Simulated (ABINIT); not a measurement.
The system is SnO2.

```
CELL_PARAMETERS angstrom
5.17526 0.00000 0.00000
0.00000 5.17526 0.00000
0.00000 0.00000 5.17526
ATOMIC_POSITIONS crystal
Sn 0.00000 0.00000 0.00000
Sn 0.50000 0.00000 0.50000
Sn 0.50000 0.50000 0.00000
Sn 0.00000 0.50000 0.50000
O 0.66110 0.83890 0.16110
O 0.83890 0.16110 0.66110
O 0.16110 0.66110 0.83890
O 0.33890 0.33890 0.33890
O 0.66110 0.66110 0.66110
O 0.83890 0.33890 0.16110
O 0.16110 0.83890 0.33890
O 0.33890 0.16110 0.83890
```

Measurements of this composition are mostly on another form, of space group No. 136.

Base run:

- Program: ABINIT 10.8.3 (patched build)
- Functional: PBE
- Potentials or basis: JTH PAW PBE v2.0
- Cutoff: 626 eV
- k mesh: 5 × 5 × 5
- Occupations: fermi-dirac, width 0.05 eV
- Spin: no spin polarisation

Its results: band gap on the k mesh 0.56 eV, indirect (least direct gap 0.62 eV); pressure -1.5 GPa; largest force 0.006 eV/Å.

The run is repeated on the same cell with these changes: functional from PBE to PBEsol. What comes out?

Band gap on the k mesh 0.50 eV, indirect (least direct gap 0.56 eV); pressure -7.9 GPa; largest force 0.031 eV/Å.

PBEsol binds more tightly than PBE, so the same cell stands under less pressure.

Caveats: spin-orbit coupling is left out, which moves the levels of the heavy elements; the PAW data sets were made with another functional, which shifts forces and pressure a little (some runs).
